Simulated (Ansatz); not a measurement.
Runs of Ansatz 0.2.0 on Sb. Symmetry: P6_3/mmc, No. 194, hexagonal system. The conventional cell has a = 3.355 Å, b = 3.355 Å, c = 5.470 Å, α = 90.00°, β = 90.00°, γ = 120.00°. Sb (site symmetry -6m2) has 12 Sb at 3.35 Å as nearest neighbours. This isn't the form of Sb at room conditions, which is rhombohedral.

| level | gap on the mesh (eV) | pressure (GPa) | relaxed volume (Å³/atom) |
| --- | --- | --- | --- |
| PBEsol+D3(BJ) | none | 0.0 | 24.72 |
| PBEsol | none | 0.0 | (a) |
| PBEsol+D3(BJ)-ATM | none | 0.0 | 24.86 |
| PBEsol+D4 | none | 0.0 | 25.22 |

Alike in all rows: task relaxation of cell and atoms; potentials or basis Ansatz PAW; no spin polarisation; cell relaxed; k mesh 9 × 9 × 5; cutoff (eV) 420; smearing fermi-dirac 0.05 eV.

Task: Estimate the missing entries.

Result: (a) 26.04.

Caveats: the plane-wave basis is chosen anew once the cell has moved, so the energies of steps on either side of that aren't comparable; the PAW data sets come from PBE, with cores solved anew for the run's functional, which leaves a small shift of forces and pressure; pairwise dispersion overbinds metals, which lowers pressure and volume (some runs).

A k mesh can miss the band edges, and the runs leave out spin-orbit coupling on Sb.

A gap of «none» marks a metal or a gap under the smearing width.
